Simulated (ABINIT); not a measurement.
Wanted: the native input for an ABINIT 10.8.3 (patched build) run.

```yaml
Task: equation of state
Functional: PBEsol
Potentials_or_basis: PseudoDojo NC SR PBEsol v0.4.1 standard
Cutoff: 1088 eV
k_mesh: 7 × 7 × 7
Occupations: fermi-dirac, width 0.05 eV
Spin: no spin polarisation
```

The system is HgTe (Coloradoite).

```
Hg Te
1.0
     0.00000    3.21450    3.21450
     3.21450    0.00000    3.21450
     3.21450    3.21450    0.00000
Hg Te
1 1
Direct
  0.00000 0.00000 0.00000
  0.75000 0.75000 0.75000
```

One way to write it, as run:

run.abi

```
ndtset 7
getwfk -1
scalecart1 3*0.9795861087
scalecart2 3*0.9864848297
scalecart3 3*0.9932883884
scalecart4 3*1.0000000000
scalecart5 3*1.0066227096
scalecart6 3*1.0131594038
scalecart7 3*1.0196128224

pp_dirpath "./"
pseudos "Hg.upf, Te.upf"

acell 3*1.0 Angstrom
rprim
     0.0000000000     3.2145000000     3.2145000000
     3.2145000000     0.0000000000     3.2145000000
     3.2145000000     3.2145000000     0.0000000000
ntypat 2
znucl 80 52
natom 2
typat 1 2
xred
     0.0000000000     0.0000000000     0.0000000000
     0.7500000000     0.7500000000     0.7500000000

ecut 40.0

kptopt 1
ngkpt 7 7 7
nshiftk 1
shiftk 0.0 0.0 0.0

ixc -116133

nband 22
occopt 3
tsmear 0.05 eV

nstep 100
tolvrs 1.0e-10

iomode 3
prtwf 1
prtden 0
prteig 0
prtebands 0
```

Potentials or basis: PseudoDojo NC SR PBEsol v0.4.1 standard.

The run is started by

```sh
$ abinit run.abi > log 2>&1
```

It gave:

* Equilibrium volume: 34.55 Å³/atom
* Bulk modulus: 42 GPa
* Pressure derivative of the bulk modulus: 5.2

Caveat: pressures at fixed basis lie under the slope of the energies.

Wall time 11 min on 1 thread of Arm Neoverse V1, on a shared host, peak memory 0.16 GiB.
